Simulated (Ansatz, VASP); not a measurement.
**Two plane-wave programs on AgCl**

Contents of INCAR:

```
PREC     = Accurate       # precision mode
ENCUT    = 520            # plane-wave cutoff, eV
EDIFF    = 1E-6           # SCF threshold, eV
ISMEAR   = 0              # smearing method
SIGMA    = 0.05           # smearing width, eV
LREAL    = F              # projectors in reciprocal space
LASPH    = T              # aspherical terms in the spheres
NELM     = 100            # most SCF steps
ALGO     = Normal         # electronic algorithm
ISIF     = 2              # what is computed and relaxed
LWAVE    = F              # write WAVECAR
LCHARG   = F              # write CHGCAR
GGA      = PS             # functional
NBANDS   = 16             # bands
```

File KPOINTS:

```
regular mesh
0
Gamma
  10 10 10
```

Contents of POSCAR:

```
AgCl
1.0
    3.3311591989      0.0000000000     -0.3664275119
    0.0000000000      3.3311591989      0.0000000000
   -0.3664275119      0.0000000000      3.3311591989
Ag Cl
1 1
Direct
    0.0000000000      0.0000000000      0.0000000000
    0.5000000000      0.5000000000      0.5000000000
```

Input for Ansatz:

```yaml
crystal:
  lattice:
    - [3.3311591989, 0.0, -0.3664275119]
    - [0.0, 3.3311591989, 0.0]
    - [-0.3664275119, 0.0, 3.3311591989]
  atoms:
    - { symbol: Ag, position: [0.0, 0.0, 0.0] }
    - { symbol: Cl, position: [0.5, 0.5, 0.5] }
basis:
  ecutwfc: 420
kpoints:
  mp_grid: { grid: [10, 10, 10] }
hamiltonian:
  xc: pbesol
scf:
  occupations: { method: gaussian, width: 0.05 }
output:
  forces: true
  stress: true
  eigenvalues: true
```

Change from the starting cell: engineering shear strain xz -0.2200, engineering shear strain yz +0.0000.

Alike in both runs: task single point; functional PBEsol; k mesh 10 × 10 × 10; occupations gaussian, width 0.05 eV; no spin polarisation.

|  | VASP | Ansatz |
| --- | --- | --- |
| version | VASP 6.6.1 | Ansatz 0.2.0 |
| potentials or method | VASP PAW PBE potentials, release 64 (Ag, Cl) | scalar-relativistic, plane waves, PAW |
| plane-wave cutoff (eV) | 520 | 420 |
| valence electrons in the cell | 18 | 26 |

|  | VASP | Ansatz | Ansatz less VASP |
| --- | --- | --- | --- |
| gap on the k mesh at the Fermi level (eV) | none | none | - |
| pressure (GPa) | 2.4 | 2.5 | +0.13 |
| largest component of the traceless stress (GPa) | 0.78 | 0.75 | -0.026 |

A gap of «none» marks a metal or a gap that the smearing closes. The functional is the same, so the differences come from potentials, cutoffs and numerics. The two sets of potentials don't hold the same shells in valence.

Caveats: the PAW data sets were made with another functional, which shifts forces and pressure a little (VASP).
